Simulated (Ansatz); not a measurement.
**GaN: input, output and frames of a trajectory**

These are results of DFT PBE, scalar-relativistic, plane waves, PAW in Ansatz, not measurements. The runs took a 420 eV cutoff, a shifted (0.5, 0.5, 0.5 steps) 2×2×2 mesh and Fermi–Dirac smearing (0.069 eV). The mesh is coarse. No spin polarisation.

16 atoms, starting at 1.02 times the perfect crystal's volume (space group F-43m, the cell as given, not relaxed at this level); constant energy, velocities drawn at 800 K, fixed cell; 75 steps of 2 fs. The run is short and not equilibrated.

The run converged.

Command:
```bash
ansatz run input.yaml --threads 4 --pin off --max-ram 5120MiB --backend cpu --events-out ev --progress --plain --runs-dir out
```

Input:
```yaml
crystal:
  lattice:
    - [-4.536849775, 4.536849775, 0.0]
    - [0.0, 4.536849775, -4.536849775]
    - [-4.536849775, 0.0, -4.536849775]
  atoms:
    - { symbol: Ga, position: [0.0, 0.5, 0.5] }
    - { symbol: Ga, position: [0.0, 0.0, 0.5] }
    - { symbol: Ga, position: [0.0, 0.5, 0.0] }
    - { symbol: Ga, position: [0.0, 0.0, 0.0] }
    - { symbol: Ga, position: [0.5, 0.5, 0.5] }
    - { symbol: Ga, position: [0.5, 0.0, 0.5] }
    - { symbol: Ga, position: [0.5, 0.5, 0.0] }
    - { symbol: Ga, position: [0.5, 0.0, 0.0] }
    - { symbol: "N", position: [0.375, 0.875, 0.375] }
    - { symbol: "N", position: [0.375, 0.375, 0.375] }
    - { symbol: "N", position: [0.375, 0.875, 0.875] }
    - { symbol: "N", position: [0.375, 0.375, 0.875] }
    - { symbol: "N", position: [0.875, 0.875, 0.375] }
    - { symbol: "N", position: [0.875, 0.375, 0.375] }
    - { symbol: "N", position: [0.875, 0.875, 0.875] }
    - { symbol: "N", position: [0.875, 0.375, 0.875] }
basis:
  ecutwfc: 420
kpoints:
  mp_grid: { grid: [2, 2, 2], shift: [0.5, 0.5, 0.5] }
hamiltonian:
  xc: pbe
scf:
  occupations: { method: fermi_dirac, width: 0.0689 }
  lower_state_search: "off"
  convergence: { dr2_threshold: 1.0e-07 }
output:
  forces: true
  stress: true
md:
  timestep: 2.0
  n_steps: 75
  ensemble: nve
  temperature: 800.0
  initial_velocities: maxwell_boltzmann
  seed: 68305
```

Output (its end):
```
...
SCF converged after 7 iterations
Free energy (F): -33342.769929 eV
Harris-Foulkes:  -33342.769929 eV  (|F-HF|=2.10e-8)
Internal energy: -33342.769929 eV  (E = F + TS)
E sigma→0 (E₀):  -33342.769929 eV
Fermi energy:    10.681945 eV
--- Per-component energies (eV) ---
  E_band       = -84.655132
  E_kinetic    = 1970.398790
  E_local      = -15723.065766  (includes V_loc(G=0)·N_el)
  E_nonlocal   = 3793.838788
  E_hartree    = 7221.107957
  E_xc         = -1028.231980
  E_vxc        = -1070.165752  (∫ρ·V_xc dr)
  E_paw        = -16961.825910  (= ΣΔE_a)
  E_vpaw       = -3497.880563  (= ΣTr[D̂ρ^β])
  E_aug_tail   = 0.000136  (compensation charges beyond the density's cutoff)
  E_ewald      = -12614.991942
  E_smearing   = -0.000000  (= −TS)
  E_closure    = 0.000000  (closes the sum)
  Σ components = -33342.769929   (vs F -33342.769929, Δ=0.00e0)
--- Forces (eV/Å), atoms counted from 1 ---
  atom   1  Ga    -1.20849222     0.54930232    -1.16412993
  atom   2  Ga    -0.03878751    -0.02566166    -0.59067639
  atom   3  Ga    -1.02137349     0.37202159    -0.25915592
  atom   4  Ga    -0.26266511     0.38950255    -0.03929558
  atom   5  Ga    -0.52342327     0.76307252     0.40637933
  atom   6  Ga     0.74947575    -0.16998003     0.76465489
  atom   7  Ga    -0.11298275     0.59072814     0.24288869
  atom   8  Ga    -0.31191372    -0.08942141     0.65269191
  atom   9  N      0.05995007    -0.57215356    -0.05710463
  atom  10  N      0.34213510    -0.92203483     0.07149910
  atom  11  N     -0.50409199     0.35423682    -0.44617054
  atom  12  N     -0.16497832    -0.30879115    -1.05842435
  atom  13  N      0.31394862     0.22634374    -0.48117417
  atom  14  N      1.00858826    -0.63247713     0.81235463
  atom  15  N      0.63355873     0.09287170     0.39745320
  atom  16  N      1.04104207    -0.61754574     0.74822317
  max |Σ_I F_I| component: 1.39e-5 eV/Å
--- Stress (GPa, compression-positive) ---
        1.570207       0.345357       1.022636
        0.345357       1.789243      -1.124450
        1.022636      -1.124450       1.812431
  P = ⅓ Tr σ = 1.7240 GPa (17.240 kbar)
--- MD trajectory: 75 steps, t = 0.0 → 150.0 fs ---
  final state: T = 550.0 K   F+E_penalty+E_count = -33342.76992882 eV   E_kin = 1.066302 eV
  conserved energy: peak-to-peak 1.175e-2 eV (7.341e-4 eV/atom) over 150.0 fs
```

Frames along the run (Å, eV/Å; dE is the potential energy from the first frame):

```xyz
16
Lattice="-4.537 4.537 0.000 0.000 4.537 -4.537 -4.537 0.000 -4.537" Properties=species:S:1:pos:R:3:forces:R:3 pbc="T T T" time_fs=0.00 dE_eV=0.0000 T_K=800
Ga   -2.268    2.268   -4.537    0.004   -0.004    0.004
Ga   -2.268    0.000   -2.268    0.004   -0.004    0.004
Ga    0.000    2.268   -2.268    0.004   -0.004    0.004
Ga    0.000    0.000    0.000    0.004   -0.004    0.004
Ga   -4.537    4.537   -4.537    0.004   -0.004    0.004
Ga   -4.537    2.268   -2.268    0.004   -0.004    0.004
Ga   -2.268    4.537   -2.268    0.004   -0.004    0.004
Ga   -2.268    2.268    0.000    0.004   -0.004    0.004
N    -3.403    5.671   -5.671   -0.004    0.004   -0.004
N    -3.403    3.403   -3.403   -0.004    0.004   -0.004
N    -5.671    5.671   -7.939   -0.004    0.004   -0.004
N    -5.671    3.403   -5.671   -0.004    0.004   -0.004
N    -5.671    7.939   -5.671   -0.004    0.004   -0.004
N    -5.671    5.671   -3.403   -0.004    0.004   -0.004
N    -7.939    7.939   -7.939   -0.004    0.004   -0.004
N    -7.939    5.671   -5.671   -0.004    0.004   -0.004
16
Lattice="-4.537 4.537 0.000 0.000 4.537 -4.537 -4.537 0.000 -4.537" Properties=species:S:1:pos:R:3:forces:R:3 pbc="T T T" time_fs=12.00 dE_eV=0.9760 T_K=303
Ga   -2.246    2.287   -4.574   -1.014    0.499   -0.783
Ga   -2.214   -0.009   -2.263   -1.762    0.210   -0.890
Ga   -0.048    2.280   -2.258   -0.186    0.198   -0.470
Ga   -0.014    0.036   -0.002   -0.172   -0.478    0.439
Ga   -4.550    4.490   -4.520   -0.166    0.769    0.075
Ga   -4.479    2.248   -2.235    0.399   -0.190    0.142
Ga   -2.273    4.524   -2.301   -0.068    1.211    0.851
Ga   -2.287    2.258   -0.010    0.767    0.970    1.741
N    -3.249    5.643   -5.582   -2.680   -0.935   -1.108
N    -3.380    3.441   -3.340   -0.582   -0.929   -1.512
N    -5.648    5.701   -7.859   -0.073   -0.212   -0.792
N    -5.763    3.423   -5.672    1.264    0.037    0.406
N    -5.643    7.999   -5.809    0.536   -1.470    2.435
N    -5.832    5.729   -3.393    2.317   -0.416   -0.604
N    -7.974    7.942   -7.936   -0.018    0.015    0.055
N    -8.050    5.661   -5.697    1.439    0.720    0.016
16
Lattice="-4.537 4.537 0.000 0.000 4.537 -4.537 -4.537 0.000 -4.537" Properties=species:S:1:pos:R:3:forces:R:3 pbc="T T T" time_fs=24.00 dE_eV=0.5217 T_K=532
Ga   -2.242    2.313   -4.625   -0.859   -0.175   -0.204
Ga   -2.190   -0.016   -2.273   -1.162   -0.322   -0.535
Ga   -0.099    2.296   -2.256    0.381    0.208   -0.539
Ga   -0.031    0.063    0.003    0.509   -0.363    0.292
Ga   -4.567    4.458   -4.502   -0.233    1.098    0.036
Ga   -4.414    2.223   -2.200   -0.144   -0.302   -0.263
Ga   -2.280    4.533   -2.318   -0.330    0.824    0.751
Ga   -2.294    2.262    0.010   -0.011    0.182    1.062
N    -3.317    5.550   -5.582   -0.683    0.548   -0.437
N    -3.401    3.401   -3.401    0.259   -0.446   -0.183
N    -5.634    5.712   -7.851   -0.312   -0.130   -0.770
N    -5.752    3.443   -5.641    0.179   -0.384   -0.167
N    -5.580    7.942   -5.742   -0.360   -0.018    0.860
N    -5.792    5.744   -3.432    1.364   -0.809   -0.015
N    -8.004    7.948   -7.929    0.467    0.098   -0.030
N    -8.034    5.709   -5.718    0.935   -0.009    0.143
16
Lattice="-4.537 4.537 0.000 0.000 4.537 -4.537 -4.537 0.000 -4.537" Properties=species:S:1:pos:R:3:forces:R:3 pbc="T T T" time_fs=34.00 dE_eV=0.7617 T_K=410
Ga   -2.252    2.332   -4.671   -0.272   -1.217    1.034
Ga   -2.189   -0.026   -2.289   -0.519   -0.343    0.020
Ga   -0.135    2.311   -2.263    1.271   -0.042   -0.321
Ga   -0.037    0.081    0.012    1.168   -0.209   -0.038
Ga   -4.584    4.447   -4.486    0.156    0.636   -0.080
Ga   -4.363    2.198   -2.175   -1.245    0.268   -0.909
Ga   -2.290    4.553   -2.322   -0.235    0.157    0.420
Ga   -2.299    2.270    0.043   -0.456   -0.253    0.191
N    -3.435    5.500   -5.622    1.709    0.914    0.068
N    -3.406    3.331   -3.472    0.548    0.323    1.252
N    -5.644    5.712   -7.899   -0.287    0.086    0.004
N    -5.724    3.433   -5.625   -0.940   -0.542   -0.672
N    -5.543    7.883   -5.616   -0.108    1.180   -1.471
N    -5.656    5.701   -3.469   -0.819   -0.309    0.609
N    -7.999    7.959   -7.925    0.522    0.131   -0.017
N    -7.952    5.751   -5.728   -0.492   -0.781   -0.089
16
Lattice="-4.537 4.537 0.000 0.000 4.537 -4.537 -4.537 0.000 -4.537" Properties=species:S:1:pos:R:3:forces:R:3 pbc="T T T" time_fs=46.00 dE_eV=1.1554 T_K=208
Ga   -2.267    2.335   -4.707    0.622   -1.026    1.379
Ga   -2.196   -0.043   -2.308    0.194    0.078    0.599
Ga   -0.156    2.329   -2.277    1.691   -0.427   -0.286
Ga   -0.024    0.097    0.022    1.196   -0.202   -0.278
Ga   -4.600    4.443   -4.471    1.055   -0.583   -1.060
Ga   -4.325    2.175   -2.161   -2.027    1.026   -1.333
Ga   -2.306    4.579   -2.318    0.186   -0.573   -0.031
Ga   -2.312    2.276    0.086   -0.438   -0.341   -0.794
N    -3.433    5.506   -5.654    1.735   -0.079    1.008
N    -3.371    3.281   -3.456    0.019    0.942    0.759
N    -5.676    5.717   -7.951    0.306   -0.050    0.920
N    -5.762    3.383   -5.657   -0.380    0.363   -0.017
N    -5.510    7.907   -5.590   -0.348    0.513   -1.754
N    -5.569    5.632   -3.455   -2.031    0.824    0.791
N    -7.955    7.982   -7.920   -0.398   -0.082    0.026
N    -7.900    5.738   -5.747   -1.380   -0.383    0.070
16
Lattice="-4.537 4.537 0.000 0.000 4.537 -4.537 -4.537 0.000 -4.537" Properties=species:S:1:pos:R:3:forces:R:3 pbc="T T T" time_fs=58.00 dE_eV=0.8798 T_K=349
Ga   -2.271    2.318   -4.716    0.807   -0.305    1.183
Ga   -2.201   -0.058   -2.316    0.221    0.317    0.940
Ga   -0.145    2.339   -2.296    0.870   -0.427    0.073
Ga    0.011    0.109    0.026    0.017   -0.545   -0.446
Ga   -4.598    4.432   -4.474    0.615    0.027   -0.625
Ga   -4.324    2.170   -2.172   -1.278    0.326   -0.423
Ga   -2.318    4.595   -2.314    0.394   -0.665    0.106
Ga   -2.333    2.274    0.114    0.273   -0.362   -1.058
N    -3.283    5.521   -5.601   -0.959    0.199    0.471
N    -3.331    3.313   -3.376   -0.374    0.344   -0.979
N    -5.679    5.719   -7.921    0.768   -0.060    0.699
N    -5.833    3.364   -5.691    0.875    0.800    0.674
N    -5.512    7.977   -5.717   -0.554   -0.824    0.357
N    -5.657    5.631   -3.387   -0.354    0.663   -1.337
N    -7.948    7.996   -7.914   -0.969   -0.333   -0.033
N    -7.969    5.696   -5.756   -0.353    0.845    0.397
16
Lattice="-4.537 4.537 0.000 0.000 4.537 -4.537 -4.537 0.000 -4.537" Properties=species:S:1:pos:R:3:forces:R:3 pbc="T T T" time_fs=70.00 dE_eV=0.9932 T_K=291
Ga   -2.261    2.294   -4.703    0.281    0.304    0.754
Ga   -2.203   -0.067   -2.306   -0.590    0.843    0.357
Ga   -0.118    2.340   -2.313   -0.769   -0.407    0.375
Ga    0.045    0.111    0.022   -1.287   -0.798   -0.311
Ga   -4.583    4.420   -4.489    0.106    0.781   -0.163
Ga   -4.348    2.172   -2.192   -0.192    0.353    0.159
Ga   -2.323    4.599   -2.308    0.297   -0.211    0.614
Ga   -2.348    2.267    0.122    1.296    0.207   -0.291
N    -3.213    5.545   -5.510   -2.023   -0.229   -1.046
N    -3.328    3.377   -3.377   -0.552   -0.454   -0.886
N    -5.617    5.715   -7.831   -0.123   -0.056   -0.598
N    -5.828    3.415   -5.665    0.842    0.067    0.484
N    -5.558    7.974   -5.814    0.255   -0.930    1.851
N    -5.785    5.695   -3.429    1.041   -0.018   -0.953
N    -8.020    7.982   -7.911    0.304   -0.049   -0.074
N    -8.068    5.724   -5.736    1.113    0.597   -0.271
16
Lattice="-4.537 4.537 0.000 0.000 4.537 -4.537 -4.537 0.000 -4.537" Properties=species:S:1:pos:R:3:forces:R:3 pbc="T T T" time_fs=80.00 dE_eV=1.0648 T_K=254
Ga   -2.248    2.279   -4.680   -0.684    1.077   -0.051
Ga   -2.211   -0.063   -2.292   -0.394    0.880    0.104
Ga   -0.105    2.335   -2.323   -1.544   -0.276    0.373
Ga    0.057    0.100    0.014   -1.378   -0.518   -0.412
Ga   -4.568    4.422   -4.505   -0.146    1.360    0.113
Ga   -4.372    2.180   -2.206    0.313    0.686    0.349
Ga   -2.323    4.598   -2.294    0.240   -0.321    0.473
Ga   -2.342    2.262    0.124    1.279    0.137   -0.294
N    -3.293    5.556   -5.501   -0.533    0.184   -1.341
N    -3.362    3.403   -3.440    0.144   -0.508    0.637
N    -5.572    5.706   -7.794   -1.131   -0.371   -1.418
N    -5.766    3.464   -5.610   -0.539   -0.953   -0.599
N    -5.585    7.910   -5.772    0.281    0.529    0.910
N    -5.819    5.744   -3.528    1.652   -1.527    1.588
N    -8.064    7.966   -7.914    1.386    0.307   -0.201
N    -8.079    5.789   -5.733    1.054   -0.688   -0.231
16
Lattice="-4.537 4.537 0.000 0.000 4.537 -4.537 -4.537 0.000 -4.537" Properties=species:S:1:pos:R:3:forces:R:3 pbc="T T T" time_fs=92.00 dE_eV=0.5997 T_K=493
Ga   -2.243    2.278   -4.651   -0.543    0.222    0.786
Ga   -2.229   -0.043   -2.272   -0.012    0.343    0.266
Ga   -0.115    2.325   -2.328   -0.475   -0.010    0.255
Ga    0.047    0.078   -0.004   -0.629   -0.267   -0.363
Ga   -4.554    4.448   -4.522   -0.196    0.817    0.106
Ga   -4.399    2.201   -2.220   -0.698    0.721   -0.393
Ga   -2.318    4.591   -2.269    0.252   -0.540    0.027
Ga   -2.314    2.259    0.119    0.503   -0.322   -0.844
N    -3.424    5.587   -5.599    1.463    0.235   -0.141
N    -3.390    3.389   -3.459    0.503   -0.287    1.071
N    -5.609    5.670   -7.866   -0.604    0.199   -0.516
N    -5.738    3.440   -5.600   -0.784   -0.891   -1.012
N    -5.590    7.883   -5.652    0.324    1.303   -0.882
N    -5.727    5.683   -3.519    0.263   -0.497    1.414
N    -8.005    7.970   -7.931    0.574    0.093    0.160
N    -8.007    5.805   -5.748    0.059   -1.118    0.066
16
Lattice="-4.537 4.537 0.000 0.000 4.537 -4.537 -4.537 0.000 -4.537" Properties=species:S:1:pos:R:3:forces:R:3 pbc="T T T" time_fs=104.00 dE_eV=0.6475 T_K=469
Ga   -2.249    2.282   -4.608    0.227   -0.371    0.788
Ga   -2.246   -0.015   -2.247    0.298   -0.165    0.220
Ga   -0.132    2.313   -2.327    1.472   -0.020    0.280
Ga    0.026    0.052   -0.027    0.620    0.172    0.439
Ga   -4.542    4.488   -4.538    0.182   -0.508   -0.355
Ga   -4.439    2.236   -2.240   -1.462    0.437   -0.650
Ga   -2.307    4.573   -2.244    0.485   -0.686   -0.700
Ga   -2.276    2.250    0.097   -0.585   -0.001   -1.191
N    -3.432    5.631   -5.707    0.808   -0.482    1.343
N    -3.374    3.351   -3.391    0.045    0.362   -0.559
N    -5.699    5.646   -7.982    0.842    0.074    1.187
N    -5.772    3.343   -5.675    0.621    0.821    0.196
N    -5.575    7.960   -5.606   -0.688   -0.660   -1.190
N    -5.606    5.574   -3.383   -1.089    0.916   -0.702
N    -7.896    7.983   -7.936   -1.088   -0.255    0.179
N    -7.927    5.729   -5.752   -0.689    0.367    0.716
16
Lattice="-4.537 4.537 0.000 0.000 4.537 -4.537 -4.537 0.000 -4.537" Properties=species:S:1:pos:R:3:forces:R:3 pbc="T T T" time_fs=116.00 dE_eV=0.8076 T_K=388
Ga   -2.251    2.280   -4.550    0.403   -0.559    0.100
Ga   -2.259    0.008   -2.219    0.053   -0.712   -0.544
Ga   -0.123    2.301   -2.322    2.409   -0.165    0.175
Ga    0.015    0.027   -0.043    0.734    0.004    0.793
Ga   -4.527    4.520   -4.560    0.176   -0.733   -0.024
Ga   -4.504    2.278   -2.271   -0.565   -0.609   -0.051
Ga   -2.288    4.542   -2.233    0.125   -0.022   -0.734
Ga   -2.248    2.241    0.054   -0.915    0.396   -0.540
N    -3.371    5.646   -5.700   -0.933    0.385    0.886
N    -3.354    3.344   -3.366   -0.385    0.576   -0.916
N    -5.715    5.631   -7.994    1.079    0.066    1.261
N    -5.758    3.316   -5.732    0.773    1.295    1.226
N    -5.615    7.985   -5.666   -0.444   -1.276    0.028
N    -5.580    5.543   -3.309   -0.927    0.909   -1.829
N    -7.880    7.971   -7.926   -1.105   -0.361   -0.124
N    -7.906    5.678   -5.695   -0.479    0.807    0.294
16
Lattice="-4.537 4.537 0.000 0.000 4.537 -4.537 -4.537 0.000 -4.537" Properties=species:S:1:pos:R:3:forces:R:3 pbc="T T T" time_fs=126.00 dE_eV=0.3608 T_K=616
Ga   -2.247    2.269   -4.500    0.223   -0.581   -0.408
Ga   -2.268    0.018   -2.203   -0.473   -0.501   -1.022
Ga   -0.080    2.289   -2.314    1.563   -0.397    0.385
Ga    0.016    0.007   -0.044    0.043   -0.402    0.640
Ga   -4.512    4.537   -4.578   -0.092   -0.494    0.465
Ga   -4.568    2.306   -2.299    0.681   -0.811    0.076
Ga   -2.270    4.516   -2.233   -0.397    0.669   -0.248
Ga   -2.238    2.240    0.009   -0.275    0.445    0.719
N    -3.373    5.677   -5.629   -0.567    0.320   -0.673
N    -3.363    3.381   -3.408   -0.512    0.407    0.142
N    -5.653    5.623   -7.915   -0.108    0.304   -0.293
N    -5.689    3.383   -5.698    0.254    0.128    0.757
N    -5.683    7.919   -5.720    0.239    0.148    1.105
N    -5.630    5.585   -3.371   -0.566    0.644   -0.571
N    -7.946    7.938   -7.925    0.130    0.044   -0.213
N    -7.927    5.691   -5.626   -0.141    0.076   -0.860
16
Lattice="-4.537 4.537 0.000 0.000 4.537 -4.537 -4.537 0.000 -4.537" Properties=species:S:1:pos:R:3:forces:R:3 pbc="T T T" time_fs=138.00 dE_eV=0.9161 T_K=332
Ga   -2.241    2.249   -4.449   -1.521    0.778   -1.520
Ga   -2.288    0.022   -2.202   -0.524   -0.173   -1.009
Ga   -0.003    2.267   -2.297   -0.132   -0.404    0.512
Ga    0.019   -0.023   -0.035   -0.414   -0.126    0.349
Ga   -4.496    4.549   -4.591   -0.109    0.817    1.129
Ga   -4.632    2.326   -2.330    1.639   -0.052    0.714
Ga   -2.255    4.496   -2.239   -0.298    0.850    0.214
Ga   -2.231    2.246   -0.031    0.183    0.572    1.320
N    -3.419    5.741   -5.608    0.320   -0.084   -1.542
N    -3.411    3.454   -3.442    0.195   -0.386    1.010
N    -5.597    5.630   -7.854   -1.339   -0.430   -1.671
N    -5.599    3.463   -5.608   -1.276   -1.550   -1.194
N    -5.745    7.861   -5.697    0.462    1.480    0.554
N    -5.724    5.678   -3.475    1.265   -1.193    2.172
N    -8.006    7.905   -7.944    1.370    0.515   -0.168
N    -7.964    5.711   -5.616    0.178   -0.615   -0.871
16
Lattice="-4.537 4.537 0.000 0.000 4.537 -4.537 -4.537 0.000 -4.537" Properties=species:S:1:pos:R:3:forces:R:3 pbc="T T T" time_fs=150.00 dE_eV=0.4873 T_K=550
Ga   -2.262    2.241   -4.426   -1.208    0.549   -1.164
Ga   -2.317    0.021   -2.221   -0.039   -0.026   -0.591
Ga    0.073    2.239   -2.272   -1.021    0.372   -0.259
Ga    0.014   -0.055   -0.018   -0.263    0.390   -0.039
Ga   -4.483    4.576   -4.584   -0.523    0.763    0.406
Ga   -4.666    2.343   -2.347    0.749   -0.170    0.765
Ga   -2.245    4.493   -2.240   -0.113    0.591    0.243
Ga   -2.222    2.263   -0.047   -0.312   -0.089    0.653
N    -3.445    5.794   -5.719    0.060   -0.572   -0.057
N    -3.447    3.492   -3.391    0.342   -0.922    0.071
N    -5.653    5.612   -7.935   -0.504    0.354   -0.446
N    -5.609    3.417   -5.614   -0.165   -0.309   -1.058
N    -5.764    7.926   -5.622    0.314    0.226   -0.481
N    -5.713    5.676   -3.401    1.009   -0.632    0.812
N    -7.947    7.914   -7.972    0.634    0.093    0.397
N    -7.978    5.675   -5.678    1.041   -0.618    0.748
```